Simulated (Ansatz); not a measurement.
Cs:

```
Cs
1.0
     0.00000    3.94834    3.94834
     3.94834    0.00000    3.94834
     3.94834    3.94834    0.00000
Cs
1
Direct
  0.00000 0.00000 0.00000
```

This isn't the form of Cs at room conditions, which is bcc.

- Program: Ansatz 0.2.0
- Task: relaxation of cell and atoms
- Functional: PBE
- Dispersion: D3(BJ)
- Potentials or basis: Ansatz PAW
- Cutoff: 420 eV (not typed: the program's choice for these potentials)
- k mesh: 6 × 6 × 6
- Occupations: fermi-dirac, width 0.05 eV
- Spin: no spin polarisation

At the start: volume 123.10 Å³/atom.

Q: Where does the relaxation end?

A: It ends after 5 steps and the volume is 112.10 Å³/atom (-8.9 %); space group Fm-3m (No. 225, to 0.05 Å).

Step by step:
| step | energy change (eV) | largest force (eV/Å) | volume (Å³) |
| --- | --- | --- | --- |
| 1 | 0.0000 | 0.0000 | 123.10 |
| 2 | -0.0008 | 0.0000 | 122.33 |
| 3 | -0.0064 | 0.0000 | 110.65 |
| 4 | -0.0065 | 0.0000 | 112.10 |
| 5 | -0.0064 | 0.0000 | 112.10 |

Final structure:
```yaml
crystal:
  lattice:
    - [0.00000, 3.82702, 3.82702]
    - [3.82702, 0.00000, 3.82702]
    - [3.82702, 3.82702, 0.00000]
  atoms:
    - { symbol: Cs, position: [0.00000, 0.00000, 0.00000] }
```

Caveat: the plane-wave basis is chosen anew once the cell has moved, so the energies of steps on either side of that aren't comparable; pairwise dispersion overbinds metals, which lowers pressure and volume.
